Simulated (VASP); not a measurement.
## SiC: relaxation of the atoms with PBEsol

The system is SiC.

```
Si C
1.0
    -0.00990    2.16657    2.18342
     2.16657   -0.00990    2.18342
     2.15667    2.15667    0.00000
Si C
1 1
Direct
  0.99950 0.99950 0.00050
  0.25050 0.25050 0.24950
```

The cell was built by a generator and isn't the measured one.

The cell isn't the ideal one: strained cell.

```yaml
Program: VASP 6.6.1
Task: relaxation of the atoms
Functional: PBEsol
Potentials_or_basis: VASP PAW PBE potentials, release 64 (Si, C)
Cutoff: 520 eV
k_mesh: 10 × 10 × 10
Occupations: gaussian, width 0.02 eV
Spin: no spin polarisation
Dipole_correction: no
Further_INCAR_settings: ALGO = Normal; EDIFF = 1e-06; IBRION = 2; EDIFFG = -0.002; NSW = 60
```

```
Energy gained by relaxing : 0.0 meV/atom
Ionic steps               : 3
Pressure after relaxing   : 2.3 GPa
Band gap on the k mesh    : 1.13 eV, indirect (least direct gap 4.36 eV)
```

Stress tensor (GPa, compression positive):
```
2.97 2.29 0.00
2.29 2.97 0.00
0.00 0.00 0.97
```

Final structure:
```xyz
2
Lattice="-0.0099 2.1666 2.1834 2.1666 -0.0099 2.1834 2.1567 2.1567 0.0000" Properties=species:S:1:pos:R:3 pbc="T T T"
Si    2.1567    2.1567    4.3647
C     1.0783    1.0783    1.0938
```

Levels at points of the mesh, in eV from the valence-band top:
```
           k point  band 1  band 2  band 3  band 4  band 5  band 6  band 7  band 8
(0.00, 0.00, 0.00)  -15.57   -0.10   -0.10    0.00    6.21    7.14    7.27    7.33
(0.50, 0.00, 0.00)  -11.96   -8.73   -1.16   -1.03    5.44    7.07    7.25    9.93
(0.50, 0.50, 0.00)  -10.49   -8.00   -3.32   -3.15    1.20    4.26   14.01   14.03
(0.00, 0.00, 0.50)  -11.89   -8.70   -1.19   -1.12    5.33    7.05    7.09    9.88
(0.50, 0.00, 0.50)  -10.43   -7.90   -3.33   -3.32    1.13    4.12   13.86   14.09
```

Run time: 19 s on 1 thread of Intel(R) Xeon(R) Platinum 8259CL CPU @ 2.50GHz (Skylake/Cascade Lake), with other jobs on the host, peak memory 0.15 GiB.

Caveat: the PAW data sets were made with another functional, which shifts forces and pressure a little. A k mesh can miss the band edges.
